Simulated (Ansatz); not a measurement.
This Ansatz input for WC-type PbTe was spoiled on purpose:

```yaml
crystal:
  lattice:
    - [4.429251507424, 0.0, 0.0]
    - [-2.214625753712, 3.835844325179, 0.0]
    - [0.0, 0.0, 4.1803043545]
  atoms:
    - { symbol: Pb, position: [-3.700743415525e-17, 0.0, 0.0] }
    - { symbol: Te, position: [0.6666666666667, 0.3333333333333, 0.5] }
basis:
  ecutwfc: 500
  ecutrho_ratio: 4
kpoints:
  mp_grid: { grid: [10, 10, 8] }
hamiltonian:
  xc: r2scan
scf:
  Occupations: { method: gaussian, width: 0.05 }
  max_iter: 50
output:
  forces: true
  stress: true
```

Launched as:
```sh
ansatz run input.yaml --threads 2 --pin off --max-ram 2662MiB --backend cpu --events-out ev --progress --plain --runs-dir out
```

What is wrong with it?

A misspelt key. Against the sound input: scf.occupations: "occupations" → "Occupations" (the cap on iterations is only a precaution).

What the program printed:

```
Error: YAML parse error: error: line 17 column 3: unknown field `Occupations`, expected one of max_iter, algorithm, n_extra_bands, self_checks, convergence, lower_state_search, omitted_lower_state_checks, lower_solution_reach, mixing, occupations, eigensolver, initial_density, exx
  --> <input>:17:3
   |
```

The input was refused before any iteration. Run time: 0.03 s on 2 threads of Intel(R) Xeon(R) 6975P-C (Granite Rapids), with other jobs on the host, peak memory 0.025 GiB. The run before the change (r²SCAN, 500 eV, 10×10×8 mesh) gave:

| run | P (GPa) | gap on the mesh (eV) | cell moment (μB) | largest force component (eV/Å) |
| --- | --- | --- | --- | --- |
| sound | 0.0 | metal | – | 0.000 |

This is a trial structure; measured cells of the compound in the Crystallography Open Database are in space group Fm-3m (rock salt).
